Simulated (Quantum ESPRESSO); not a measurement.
# Se in Quantum ESPRESSO: the effect of functional

Se:

```
CELL_PARAMETERS angstrom
4.36620 0.00000 0.00000
-2.18310 3.78124 0.00000
0.00000 0.00000 4.95360
ATOMIC_POSITIONS crystal
Se 0.77460 0.77460 0.00000
Se 0.00000 0.22540 0.66667
Se 0.22540 0.00000 0.33333
```

Alike in all runs:

- Program: Quantum ESPRESSO 7.5
- Task: dielectric tensor
- Cutoff: 612 eV
- Density cutoff: 4898 eV
- k mesh: 6 × 6 × 6, shifted
- Occupations: fermi-dirac, width 0.05 eV
- Spin: no spin polarisation

Q: One run gave: pressure 6.2 GPa; largest force 0.68 eV/Å; dielectric constant 10.82 mean. Which functional did it use?
A. AM05
B. BLYP
C. PBE
D. PBEsol
E. LDA

A: B.

```tsv
functional	potentials or basis	pressure (GPa)	largest force (eV/Å)	dielectric constant (mean)
LDA	GBRV 1.5 LDA	-1.2	0.24	11.80
PBE	GBRV 1.5 PBE	2.8	0.41	11.02
PBEsol	GBRV 1.5 PBEsol	0.2	0.30	11.47
WC	GBRV 1.5 PBE	0.3	0.37	11.53
BLYP	GBRV 1.5 PBE	6.2	0.68	10.82
AM05	GBRV 1.5 PBE	0.8	0.19	11.19
```

Caveats: the potentials were made for another functional, which shifts forces and pressure (some runs); the cell is more than 3 GPa from zero pressure, which shifts response properties (some runs).
